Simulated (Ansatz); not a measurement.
**KCl: a prediction, then the measurements**

Method: Ansatz 0.2.0, DFT PBE, scalar-relativistic, plane waves, PAW.

Cutoff 420 eV; k points 6×6×6 on the computed 2-atom cell (Γ-centred); Gaussian smearing, width 0.02 eV; no spin polarisation.

Relaxed structure, symmetry kept:

```
CELL_PARAMETERS angstrom
0.00000 3.18918 3.18918
3.18918 0.00000 3.18918
3.18918 3.18918 0.00000
ATOMIC_POSITIONS crystal
K 0.00000 0.00000 0.00000
Cl 0.50000 0.50000 0.50000
```

| Item | Value |
| --- | --- |
| Space group | Fm-3m (No. 225) |
| Volume per atom | 32.44 Å³ |
| Formation energy from the elements' standard states (uncorrected) | -1.999 eV/atom |
| Kohn–Sham band gap | 5.05 eV |
| Löwdin character of the top 1 eV of the valence band | Cl 3p 96 % |
| Löwdin character of the lowest 1 eV of the conduction band | K 4s 78 %, Cl 3s 14 % |
| Bader charges (e) | K (1 in the cell) 0.84, Cl (1 in the cell) -0.84 |

**Experimental background.**

A printed reference work, data compilation reports, for a bulk crystal of KCl at 298.15 K: lattice constant a 6.29294 Å.

From a printed reference work, monograph, for a bulk crystal of KCl: band gap 8.68 eV.

Measured lattice constant a of KCl: 6.29294 Å (298.15 K; a printed reference work, data compilation). This calculation gives 6.378 Å (+1.4 %). The calculation is for 0 K without zero-point motion. Against the measured band gap of KCl, 8.68 eV (a printed reference work, monograph), the calculated 5.05 eV is off by -3.63 eV. Kohn–Sham gaps of semilocal functionals fall short of measured ones as a rule.